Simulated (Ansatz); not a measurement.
Pd:

```
Pd
1.0
     0.00000    1.94650    1.94650
     1.94650    0.00000    1.94650
     1.94650    1.94650    0.00000
Pd
1
Direct
  0.00000 0.00000 0.00000
```

Program: Ansatz 0.2.0. Alike in all runs: potentials or basis Ansatz PAW; cell as given; smearing fermi-dirac 0.05 eV.

Q: Order these runs on this cell by their pressure, lowest first.
A. level RPBE; spin off; k mesh 12 × 12 × 12; cutoff (eV) 420; points for each segment of the path 14; mesh quality not flagged
B. level HF; spin off; k mesh 6 × 6 × 6; cutoff (eV) 420; mesh quality coarse
C. level r2SCANh; spin off; k mesh 6 × 6 × 6; cutoff (eV) 500; mesh quality coarse
D. level r2SCAN50; spin off; k mesh 6 × 6 × 6; cutoff (eV) 500; mesh quality coarse
E. level PBEsol; spin SOC, no magnetisation; k mesh 9 × 9 × 9; cutoff (eV) 420; points for each segment of the path 14; mesh quality not flagged

A: D (-4.6 GPa), E (-2.9 GPa), C (0.2 GPa), A (11.7 GPa), B (19.4 GPa).

Caveats: some runs use coarse meshes; the PAW data sets come from PBE, with cores solved anew for the run's functional, which leaves a small shift of forces and pressure; the thresholds are loose for stress (some runs); so large a pressure means that the cell lies far from this level's equilibrium, or that cutoff or potentials fall short (some runs).

Runs at the PBE level aren't shown here.
